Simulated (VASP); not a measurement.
# TiSi2 (Fddd) in VASP: notebook, part 2 of 3

VASP 6.6.1. Earlier steps stand in the parts before.

**3. Core levels, PBEsol**

INCAR

```
SYSTEM = TiSi2
PREC = Accurate
ENCUT = 520
EDIFF = 1E-6
ISMEAR = 0
SIGMA = 0.02
LREAL = .False.
LASPH = .True.
NELM = 60
ALGO = Normal
ISIF = 2
LWAVE = .False.
LCHARG = .False.
GGA = PS
ICORELEVEL = 1
```

KPOINTS

```
Automatic mesh
0
Gamma
  7 7 7
  0 0 0
```

POSCAR

```
TiSi2
1.0
    0.0000000000      4.1175163063      4.2628978354
    2.3895119538      0.0000000000      4.2628978354
    2.3895119538      4.1175163063      0.0000000000
Ti Si
2 4
Direct
    0.7500000000      0.7500000000      0.7500000000
    0.5000000000      0.5000000000      0.5000000000
    0.4125656100      0.0874343900      0.4125656100
    0.0874343900      0.4125656100      0.0874343900
    0.1625656100      0.8374343900      0.1625656100
    0.8374343900      0.1625656100      0.8374343900
```

Potentials or basis: VASP PAW PBE potentials, release 64 (Ti_sv, Si).

The run is started by

```console
$ cat potpaw_PBE.64/Ti_sv/POTCAR potpaw_PBE.64/Si/POTCAR > POTCAR
$ mpirun -np 1 vasp_std > vasp.out
```

OUTCAR:

```text
SYSTEM = TiSi2
   PREC = Accurate
   ENCUT = 520
   EDIFF = 1E-6
   ISMEAR = 0
   LREAL = .False.
   LASPH = .True.
   NELM = 60
   ISIF = 2
   GGA = PS

 ion  position               nearest neighbor table
   1  0.750  0.750  0.750-   6 2.55   5 2.55   6 2.55   5 2.55   3 2.74   3 2.74   4 2.74   4 2.74
                             3 2.78   4 2.78
   2  0.500  0.500  0.500-   4 2.55   3 2.55   4 2.55   3 2.55   5 2.74   5 2.74   6 2.74   6 2.74
                             5 2.78   6 2.78
   3  0.413  0.087  0.413-   6 2.52   6 2.52   2 2.55   2 2.55   4 2.68   1 2.74   1 2.74   1 2.78
[... 511 lines left out ...]
  -------------------------------------------------------------------------------------
  Total       -0.8092372     -1.5840675     -0.5114614      0.0000000      0.0000000      0.0000000
  in kB      -15.4563505    -30.2555327     -9.7688617      0.0000000      0.0000000      0.0000000
  external PRESSURE =     -18.4935816 kB  Pullay stress =       0.0000000 kB

 VOLUME and BASIS-vectors are now :
 -----------------------------------------------------------------------------
  energy-cutoff  :      520.00
  volume of cell :       83.88
      direct lattice vectors                 reciprocal lattice vectors
     0.000000000  4.117516306  4.262897835    -0.209247750  0.121432427  0.117291106
     2.389511954  0.000000000  4.262897835     0.209247750 -0.121432427  0.117291106
     2.389511954  4.117516306  0.000000000     0.209247750  0.121432427 -0.117291106

 POSITION                                       TOTAL-FORCE (eV/Angst)
 -----------------------------------------------------------------------------------
      3.58427      6.17627      6.39435         0.000000      0.000000     -0.000000
      2.38951      4.11752      4.26290        -0.000000     -0.000000      0.000000
      1.19476      3.39749      2.13145        -0.000000      0.043918     -0.000000
      1.19476      0.72003      2.13145        -0.000000     -0.043918     -0.000000
      2.38951      1.33873      4.26290        -0.000000      0.043918      0.000000
      2.38951      6.89630      4.26290        -0.000000     -0.043918      0.000000
 -----------------------------------------------------------------------------------
    total drift:                               -0.000000     -0.000000      0.000000

  FREE ENERGIE OF THE ION-ELECTRON SYSTEM (eV)
  ---------------------------------------------------
  free  energy   TOTEN  =       -43.6592088415 eV

  energy  without entropy=      -43.6583897387  energy(sigma->0) =      -43.65879929
```

OSZICAR:

```text
N       E                     dE             d eps       ncg     rms          rms(c)
DAV:   1     0.384318697165E+03    0.38432E+03   -0.19423E+04  3072   0.177E+03
DAV:   2     0.347262153279E+01   -0.38085E+03   -0.37776E+03  3072   0.496E+02
DAV:   3    -0.441094640909E+02   -0.47582E+02   -0.47006E+02  5584   0.139E+02
DAV:   4    -0.472316563799E+02   -0.31222E+01   -0.31140E+01  4176   0.341E+01
DAV:   5    -0.474457918310E+02   -0.21414E+00   -0.21413E+00  4888   0.781E+00    0.192E+01
DAV:   6    -0.443816577773E+02    0.30641E+01   -0.44423E+01  4456   0.499E+01    0.701E+00
DAV:   7    -0.437492633228E+02    0.63239E+00   -0.88779E+00  4248   0.217E+01    0.513E+00
DAV:   8    -0.436698581213E+02    0.79405E-01   -0.90726E-01  4448   0.789E+00    0.110E+00
DAV:   9    -0.436588787493E+02    0.10979E-01   -0.17462E-01  4368   0.359E+00    0.492E-01
DAV:  10    -0.436592685210E+02   -0.38977E-03   -0.51995E-03  4064   0.619E-01    0.192E-01
DAV:  11    -0.436592567104E+02    0.11811E-04   -0.37098E-03  4984   0.459E-01    0.123E-01
DAV:  12    -0.436592142743E+02    0.42436E-04   -0.97261E-04  4552   0.248E-01    0.178E-02
DAV:  13    -0.436592098500E+02    0.44243E-05   -0.56029E-05  4456   0.687E-02    0.148E-02
DAV:  14    -0.436592088318E+02    0.10182E-05   -0.43746E-06  4016   0.177E-02    0.249E-03
DAV:  15    -0.436592088415E+02   -0.97675E-08   -0.10548E-06  3000   0.814E-03
   1 F= -.43659209E+02 E0= -.43658799E+02  d E =-.819103E-03
```

It took 2.5 min on 1 thread of Intel Xeon Platinum 8488C (Sapphire Rapids), shared host; peak memory 0.29 GiB.

What came out:

```
Free energy            : -43.6592 eV
Pressure               : -1.8 GPa
Largest force          : 0.044 eV/Å
Band gap on the k mesh : none (metal or under the smearing width)
```

Forces on the atoms (eV/Å):
```
Ti   0.000  0.000  0.000
Ti   0.000  0.000  0.000
Si   0.000  0.044  0.000
Si   0.000 -0.044  0.000
Si   0.000  0.044  0.000
Si   0.000 -0.044  0.000
```

Stress tensor (GPa, compression positive):
```
-1.55  0.00  0.00
 0.00 -3.03  0.00
 0.00  0.00 -0.98
```

Levels at points of the mesh, in eV from the Fermi level:
| k point | band 17 | band 18 | band 19 | band 20 | band 21 | band 22 | band 23 | band 24 |
| --- | --- | --- | --- | --- | --- | --- | --- | --- |
| (0.00, 0.00, 0.00) | -2.27 | -2.05 | -1.77 | -1.35 | -0.93 | 2.07 | 3.14 | 3.37 |

Core levels (eV, on the scale of the bands):
| atom | levels |
| --- | --- |
| 1 Ti | 1s -4852.3, 2s -520.7, 2p -428.0 |
| 2 Ti | 1s -4852.3, 2s -520.7, 2p -428.0 |
| 3 Si | 1s -1770.0, 2s -123.8, 2p -79.9 |
| 4 Si | 1s -1770.0, 2s -123.8, 2p -79.9 |
| 5 Si | 1s -1770.0, 2s -123.8, 2p -79.9 |
| 6 Si | 1s -1770.0, 2s -123.8, 2p -79.9 |

Caveat: the PAW data sets were made with another functional, which shifts forces and pressure a little.

**4. Density of states, PBE**

POSCAR is that of step 3.

INCAR.step1

```
SYSTEM = TiSi2
  ALGO = Fast
  EDIFF = 1E-6
  ENCUT = 520
  GGA = PE
  ISIF = 2
  ISMEAR = 0
  LASPH = .True.
  LCHARG = .True.
  LMAXMIX = 4
  LREAL = .False.
  LWAVE = .False.
  NBANDS = 29
  NELM = 100
  PREC = Accurate
  SIGMA = 0.02
```

KPOINTS.step1

```
k-points
0
Gamma
  7 7 7
  0 0 0
```

INCAR.step2

```
SYSTEM = TiSi2
  ALGO = Fast
  EDIFF = 1E-6
  ENCUT = 520
  GGA = PE
  ICHARG = 11
  ISIF = 2
  ISMEAR = -5
  LASPH = .True.
  LCHARG = .False.
  LMAXMIX = 4
  LORBIT = 11
  LREAL = .False.
  LWAVE = .False.
  NBANDS = 29
  NEDOS = 1001
  NELM = 100
  PREC = Accurate
  SIGMA = 0.02
```

KPOINTS.step2

```
k-points
0
Gamma
  11 11 11
  0 0 0
```

The run is started by

```console
$ cat potpaw_PBE.64/Ti_sv/POTCAR potpaw_PBE.64/Si/POTCAR > POTCAR
$ cp INCAR.step1 INCAR
$ cp KPOINTS.step1 KPOINTS
$ mpirun -np 1 vasp_std > vasp.out
$ cp INCAR.step2 INCAR
$ cp KPOINTS.step2 KPOINTS
$ mpirun -np 1 vasp_std > vasp.out
```

Run time: 39 min. Hardware: 1 thread of Intel Xeon Platinum 8175M at 2.50GHz (Skylake/Cascade Lake), shared host; peak memory 0.54 GiB.

The run converged. Its results:

| Quantity | Value |
| --- | --- |
| Valence electrons inside the program's atomic spheres | Ti 10.40; Si 1.63 |

Levels at points of the mesh, in eV from the Fermi level:
```
           k point  band 18  band 19  band 20  band 21  band 22  band 23
(0.00, 0.00, 0.00)    -2.05    -1.76    -1.33    -0.91     2.10     3.16
```

States per cell in windows of 0.5 eV (zero at the Fermi level; states under -8 eV left out):
```
from (eV)  total  Ti1_d  Ti2_d  Si3_p  Si4_p  Si5_p  Si6_p
     -8.0   0.79   0.02   0.02   0.02   0.02   0.02   0.02
     -7.5   0.54   0.01   0.01   0.01   0.01   0.01   0.01
     -7.0   0.61   0.02   0.02   0.01   0.01   0.01   0.01
     -6.5   0.71   0.02   0.02   0.02   0.02   0.02   0.02
     -6.0   0.70   0.02   0.02   0.02   0.02   0.02   0.02
     -5.5   0.68   0.02   0.02   0.03   0.03   0.03   0.03
     -5.0   1.00   0.03   0.03   0.05   0.05   0.05   0.05
     -4.5   0.91   0.04   0.04   0.05   0.05   0.05   0.05
     -4.0   1.25   0.06   0.06   0.07   0.07   0.07   0.07
     -3.5   1.05   0.06   0.06   0.06   0.06   0.06   0.06
     -3.0   1.43   0.10   0.10   0.07   0.07   0.07   0.07
     -2.5   2.00   0.18   0.18   0.11   0.11   0.11   0.11
     -2.0   1.91   0.24   0.24   0.09   0.09   0.09   0.09
     -1.5   2.41   0.40   0.40   0.09   0.09   0.09   0.09
     -1.0   2.32   0.50   0.50   0.07   0.07   0.07   0.07
     -0.5   1.30   0.32   0.32   0.04   0.04   0.04   0.04
      0.0   0.80   0.21   0.21   0.02   0.02   0.02   0.02
      0.5   1.27   0.35   0.35   0.03   0.03   0.03   0.03
      1.0   1.65   0.50   0.50   0.03   0.03   0.03   0.03
      1.5   1.05   0.28   0.28   0.03   0.03   0.03   0.03
      2.0   1.77   0.48   0.48   0.05   0.05   0.05   0.05
      2.5   3.59   1.11   1.11   0.06   0.06   0.06   0.06
      3.0   2.54   0.76   0.76   0.04   0.04   0.04   0.04
      3.5   2.34   0.56   0.56   0.05   0.05   0.05   0.05
      4.0   2.53   0.56   0.56   0.07   0.07   0.07   0.07
      4.5   0.60   0.10   0.10   0.02   0.02   0.02   0.02
      5.0   0.06   0.01   0.01   0.00   0.00   0.00   0.00
      5.5   0.00   0.00   0.00   0.00   0.00   0.00   0.00
      6.0   0.00   0.00   0.00   0.00   0.00   0.00   0.00
      6.5   0.00   0.00   0.00   0.00   0.00   0.00   0.00
      7.0   0.00   0.00   0.00   0.00   0.00   0.00   0.00
      7.5   0.00   0.00   0.00   0.00   0.00   0.00   0.00
```

Caveat: tetrahedron occupations give inexact forces and stress in metals.

**5. Electric field gradients, PBE**

INCAR

```
ALGO = Normal
EDIFF = 1E-8
ENCUT = 520
GGA = PE
ISIF = 2
ISMEAR = 0
LASPH = T
LCHARG = F
LEFG = T
LREAL = F
LWAVE = F
NELM = 100
PREC = Accurate
SIGMA = 0.02
```

KPOINTS

```
k-points
0
Gamma
  7 7 7
```

POSCAR is that of step 4.

Potentials or basis: VASP PAW PBE potentials, release 64 (Ti_sv, Si).

The run is started by

```console
$ cat potpaw_PBE.64/Ti_sv/POTCAR potpaw_PBE.64/Si/POTCAR > POTCAR
$ mpirun -np 1 vasp_std > vasp.out
```

OUTCAR:

```text
EDIFF = 1E-8
   ENCUT = 520
   GGA = PE
   ISIF = 2
   ISMEAR = 0
   LASPH = T
   LREAL = F
   NELM = 100
   PREC = Accurate

 ion  position               nearest neighbor table
   1  0.750  0.750  0.750-   6 2.55   5 2.55   6 2.55   5 2.55   3 2.74   3 2.74   4 2.74   4 2.74
                             3 2.78   4 2.78
   2  0.500  0.500  0.500-   4 2.55   3 2.55   4 2.55   3 2.55   5 2.74   5 2.74   6 2.74   6 2.74
                             5 2.78   6 2.78
   3  0.413  0.087  0.413-   6 2.52   6 2.52   2 2.55   2 2.55   4 2.68   1 2.74   1 2.74   1 2.78
                             4 2.79   4 2.79
   4  0.087  0.413  0.087-   5 2.52   5 2.52   2 2.55   2 2.55   3 2.68   1 2.74   1 2.74   1 2.78
                             3 2.79   3 2.79
   5  0.163  0.837  0.163-   4 2.52   4 2.52   1 2.55   1 2.55   6 2.68   2 2.74   2 2.74   2 2.78
                             6 2.79   6 2.79
[... 903 lines left out ...]
---------------------------------------------------------------------

 Electric field gradients after diagonalization (V/A^2)
 (convention: |V_zz| > |V_xx| > |V_yy|)
----------------------------------------------------------------------
 ion       V_xx      V_yy      V_zz     asymmetry (V_yy - V_xx)/ V_zz
----------------------------------------------------------------------
   1      -8.059    -5.776    13.835       0.165
   2      -8.059    -5.776    13.835       0.165
   3      18.514    15.155   -33.669       0.100
   4      18.514    15.155   -33.669       0.100
   5      18.514    15.155   -33.669       0.100
   6      18.514    15.155   -33.669       0.100
----------------------------------------------------------------------

           NMR quadrupolar parameters

 Cq : quadrupolar parameter    Cq=e*Q*V_zz/h
 eta: asymmetry parameters     (V_yy - V_xx)/ V_zz
 Q  : nuclear electric quadrupole moment in mb (millibarn)
----------------------------------------------------------------------
 ion       Cq(MHz)       eta       Q (mb)
----------------------------------------------------------------------
   1       0.033       0.165       1.000
   2       0.033       0.165       1.000
   3      -0.081       0.100       1.000
   4      -0.081       0.100       1.000
   5      -0.081       0.100       1.000
   6      -0.081       0.100       1.000
----------------------------------------------------------------------
```

OSZICAR:

```text
N       E                     dE             d eps       ncg     rms          rms(c)
DAV:   1     0.387932250817E+03    0.38793E+03   -0.19455E+04  3072   0.178E+03
DAV:   2     0.690965232833E+01   -0.38102E+03   -0.37792E+03  3072   0.496E+02
DAV:   3    -0.409284964367E+02   -0.47838E+02   -0.47266E+02  5576   0.139E+02
DAV:   4    -0.440985900908E+02   -0.31701E+01   -0.31621E+01  4200   0.344E+01
DAV:   5    -0.443188668231E+02   -0.22028E+00   -0.22027E+00  4896   0.791E+00    0.186E+01
DAV:   6    -0.413906849117E+02    0.29282E+01   -0.44681E+01  4448   0.492E+01    0.702E+00
DAV:   7    -0.407547834330E+02    0.63590E+00   -0.90966E+00  4240   0.218E+01    0.502E+00
DAV:   8    -0.406940886122E+02    0.60695E-01   -0.89737E-01  4464   0.786E+00    0.116E+00
DAV:   9    -0.406815598276E+02    0.12529E-01   -0.18904E-01  4384   0.365E+00    0.491E-01
DAV:  10    -0.406822136106E+02   -0.65378E-03   -0.52042E-03  4048   0.632E-01    0.190E-01
DAV:  11    -0.406821719091E+02    0.41702E-04   -0.39111E-03  4984   0.473E-01    0.124E-01
DAV:  12    -0.406821315273E+02    0.40382E-04   -0.88502E-04  4544   0.232E-01    0.154E-02
DAV:  13    -0.406821281991E+02    0.33283E-05   -0.37210E-05  4464   0.566E-02    0.145E-02
DAV:  14    -0.406821270815E+02    0.11175E-05   -0.36855E-06  4056   0.172E-02    0.220E-03
DAV:  15    -0.406821271068E+02   -0.25318E-07   -0.10175E-06  4528   0.731E-03    0.113E-03
DAV:  16    -0.406821271906E+02   -0.83745E-07   -0.69828E-08  3552   0.203E-03    0.607E-04
DAV:  17    -0.406821272126E+02   -0.21976E-07   -0.56909E-09  3024   0.615E-04    0.203E-04
DAV:  18    -0.406821272083E+02    0.42705E-08   -0.12615E-09  2936   0.356E-04
   1 F= -.40682127E+02 E0= -.40681712E+02  d E =-.830559E-03
```

It took 4 min on 1 thread of Intel Xeon Platinum 8175M at 2.50GHz (Skylake/Cascade Lake), shared host; peak memory 0.29 GiB.

What came out:

- Free energy: -40.6821 eV
- Pressure: 2.0 GPa
- Largest force: 0.015 eV/Å
- Band gap on the k mesh: none (metal or under the smearing width)

Forces in eV/Å, atoms in the order of the input:
```
Ti   0.000  0.000  0.000
Ti   0.000  0.000  0.000
Si   0.000  0.015  0.000
Si   0.000 -0.015  0.000
Si   0.000  0.015  0.000
Si   0.000 -0.015  0.000
```

Electric field gradients, principal values (V/Å²):
| atom | Vxx | Vyy | Vzz |
| --- | --- | --- | --- |
| 1 Ti | -5.776 | -8.059 | 13.835 |
| 2 Ti | -5.776 | -8.059 | 13.835 |
| 3 Si | 15.155 | 18.514 | -33.669 |
| 4 Si | 15.155 | 18.514 | -33.669 |
| 5 Si | 15.155 | 18.514 | -33.669 |
| 6 Si | 15.155 | 18.514 | -33.669 |

[end of part 2 of 3]
